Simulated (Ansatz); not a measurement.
Space group Fm-3m (No. 225). a = 5.419 Å, b = 5.419 Å, c = 5.419 Å, α = 90.00°, β = 90.00°, γ = 90.00°
```json
{"atom": "K", "site": "4a", "symmetry": "m-3m", "x": "0.0000", "y": "0.0000", "z": "0.0000"}
{"atom": "F", "site": "4b", "symmetry": "m-3m", "x": "0.5000", "y": "0.0000", "z": "0.0000"}
```

Equation of state of this KF structure (not necessarily the ground state), with shape and atoms relaxed at each volume where symmetry leaves them free. Theory: DFT PBE, scalar-relativistic, plane waves, PAW (Ansatz).

Cutoff 420 eV; k points 8×8×8 on the computed 2-atom cell (Γ-centred); Gaussian smearing, width 0.02 eV; no spin polarisation.

```csv
V (Å³/atom),E − E(largest V) (meV/atom),P (GPa),gap on mesh (eV)
18.695,2.05,2.12,6.29
19.292,-3.70,0.99,6.12
19.889,-5.57,0.03,5.97
20.485,-4.16,-0.77,5.82
21.082,0.00,-1.44,5.69
```

Task: Fit a third-order Birch–Murnaghan equation to E(V).

Result: V0 = 19.91 Å³/atom, B0 = 29 GPa, B0' = 4.8.